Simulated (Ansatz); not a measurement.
Set up this calculation in Ansatz 0.2.0, as the native input.

```yaml
Task: relaxation of cell and atoms
Functional: BLYP
Potentials_or_basis: Ansatz PAW
Cutoff: "420 eV (not typed: the program's choice for these potentials)"
k_mesh: 7 × 7 × 7
Occupations: fermi-dirac, width 0.05 eV
Spin: no spin polarisation
```

Crystal: PbS.

```
Pb S
1.0
     3.65366    0.00000    0.00000
     0.00000    3.65366    0.00000
     0.00000    0.00000    3.65366
Pb S
1 1
Direct
  0.00000 0.00000 0.00000
  0.50000 0.50000 0.50000
```

Measurements of this composition are mostly on another form, of space group No. 225.

One way to write it, as run:

input.yaml

```yaml
crystal:
  lattice:
    - [3.653659, 0.0, 0.0]
    - [0.0, 3.653659, 0.0]
    - [0.0, 0.0, 3.653659]
  atoms:
    - { symbol: Pb, position: [0.0, 0.0, 0.0] }
    - { symbol: S, position: [0.5, 0.5, 0.5] }
hamiltonian:
  xc: blyp
  pseudopotentials: { kind: paw }
kpoints:
  mp_grid: { grid: [7, 7, 7] }
scf:
  occupations: { method: fermi_dirac, width: 0.05 }
output:
  forces: true
  stress: true
  eigenvalues: true
relax:
  f_tol: 0.01
  max_steps: 40
  cell: { stress_tol: 0.05 }
```

Potentials or basis: Ansatz PAW.

The run is started by

```bash
$ ansatz run input.yaml --threads 2 --pin off --max-ram 5632MiB --backend cpu --events-out ev --progress --plain --runs-dir out
```

Results of the run:

* Relaxed volume: 26.35 Å³/atom
* Relaxed cell: a = 3.749 Å, b = 3.749 Å, c = 3.749 Å, α = 90.00°, β = 90.00°, γ = 90.00°
* Space group after relaxing (to 0.05 Å): Pm-3m (No. 221)
* Energy gained by relaxing: 25.3 meV/atom
* Ionic steps: 5
* Pressure after relaxing: 0.0 GPa
* Band gap on the k mesh: 0.35 eV, indirect (least direct gap 1.20 eV)

Caveat: odd divisions of the mesh miss points on the zone boundary, where band edges often lie, so the gap on the mesh can be too wide; the plane-wave basis is chosen anew once the cell has moved, so the energies of steps on either side of that aren't comparable; spin-orbit coupling is left out, which as a rule narrows the gap of such compounds by several tenths of an eV; the PAW data sets come from PBE, with cores solved anew for the run's functional, which leaves a small shift of forces and pressure.

Wall time 4.4 s on 2 threads of Arm Neoverse V1, with other jobs on the host, peak memory 0.28 GiB.
